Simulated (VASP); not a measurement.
Wanted: the native input for a VASP 6.6.1 run.

| Property | Result |
| --- | --- |
| Task | relaxation of cell and atoms |
| Functional | r2SCAN |
| Potentials or basis | VASP PAW PBE potentials, release 64 (K_sv, Cl) |
| Cutoff | 600 eV |
| k mesh | 8 × 8 × 8 |
| Occupations | gaussian, width 0.03 eV |
| Spin | no spin polarisation |
| Further INCAR settings | ALGO = Normal; EDIFF = 1e-07; IBRION = 2; EDIFFG = -0.005; NSW = 90; ISIF = 3 |

The structure of KCl (Sylvite) lies in POSCAR:

```
KCl                                     
1.0
    0.0000000000      3.1464700000      3.1464700000
    3.1464700000      0.0000000000      3.1464700000
    3.1464700000      3.1464700000      0.0000000000
  K               Cl            
     1     1
Direct
     0.0000000000000000    0.0000000000000000    0.0000000000000000
     0.5000000000000000    0.5000000000000000    0.5000000000000000
```

The input as run:

INCAR

```
SYSTEM = KCl
  ALGO = Normal
  EDIFF = 1E-7
  EDIFFG = -0.005
  ENCUT = 600
  IBRION = 2
  ISIF = 3
  ISMEAR = 0
  LASPH = .TRUE.
  LCHARG = .FALSE.
  LMIXTAU = .TRUE.
  LREAL = .FALSE.
  LWAVE = .FALSE.
  METAGGA = R2SCAN
  NELM = 80
  NSW = 90
  PREC = Accurate
  SIGMA = 0.03
```

KPOINTS

```
k-points
0
G
  8 8 8
  0 0 0
```

Potentials or basis: VASP PAW PBE potentials, release 64 (K_sv, Cl).

The run is started by

```console
$ cat potpaw_PBE.64/K_sv/POTCAR potpaw_PBE.64/Cl/POTCAR > POTCAR
$ mpirun -np 1 vasp_std > vasp.out
```

Results of the run:

```yaml
Pressure_after_relaxing: 0.0 GPa
Band_gap_on_the_k_mesh: 5.83 eV, direct
```

Caveat: the relaxation stopped at its first step, so nothing moved; the PAW data sets were made with another functional, which shifts forces and pressure a little.

Run time: 62 s on 1 thread of Intel(R) Xeon(R) 6975P-C (Granite Rapids), on a shared host, peak memory 0.22 GiB.
